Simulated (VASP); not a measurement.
Runs of VASP 6.6.1 on TiTe2. The structure is tetragonal, space group P4/mmm (No. 123). Conventional cell: a = 3.026 Å, b = 3.026 Å, c = 9.302 Å, α = 90.00°, β = 90.00°, γ = 90.00°. Ti (site symmetry 4/mmm) has 2 Te at 2.74 Å and 4 Ti at 3.03 Å as nearest neighbours. Te (site symmetry 4mm) is surrounded by 1 Ti at 2.74 Å and 4 Te at 3.03 Å. The cell was built by a generator and needn't be a form met in nature.

```csv
task,level,potentials or basis,spin,U,cell,k mesh,cutoff (eV),smearing,LDAUTYPE,hund's J,optimiser,gap on the mesh (eV),pressure (GPa),relaxed volume (Å³/atom),largest force (eV/Å)
single point,PBE,"VASP PAW PBE potentials, release 64 (Ti_sv, Te)",off,-,as given,9 × 9 × 3,520,fermi-dirac 0.05 eV,-,-,-,none,2.9,-,-
relaxation of cell and atoms,RPBE,"VASP PAW PBE potentials, release 64 (Ti_sv, Te)",off,-,relaxed,9 × 9 × 3,600,gaussian 0.05 eV,-,-,-,none,0.0,(a),-
single point,RPBE+D4,"VASP PAW PBE potentials, release 64 (Ti_sv, Te)","SOC, no magnetisation",-,as given,7 × 7 × 3,520,tetrahedron,-,-,-,-,(b),-,0.14
relaxation of cell and atoms,PBE,"VASP PAW PBE potentials, release 64 (Ti_sv, Te)",off,-,relaxed,9 × 9 × 3,600,gaussian 0.05 eV,-,-,-,none,0.0,31.94,0.01
relaxation of cell and atoms,PBE+TS-HI+U,"VASP PAW PBE potentials, release 54 (Ti, Te)",off,"Ti d U = 5.3 eV, J = 0.5 eV",relaxed,9 × 9 × 3,580,gaussian 0.1 eV,1,0.5,LBFGS,none,0.0,31.51,0.01
```

Problem. Estimate the missing entries.

Solution. (a) 35.99; (b) -0.2.

Caveats: this functional lacks dispersion, which binds the layers, so the pressure and a relaxed spacing across them are unreliable (some runs); the PAW data sets were made with another functional, which shifts forces and pressure a little (some runs); the volume moved by over 15 % at a fixed basis, so the end points are rough (some runs); this functional lacks dispersion, which binds the layers, so the pressure and a relaxed spacing across them are unreliable, and here the layers came unbound (some runs); U without spin polarisation on a metal has little footing (some runs); the U is typed as a test and isn't derived for this compound (some runs).

A k mesh can miss the band edges, and rows without SOC leave out spin-orbit coupling on Te.

A gap of «none» marks a metal or a gap under the smearing width.

The runs don't all hold the same shells in valence.
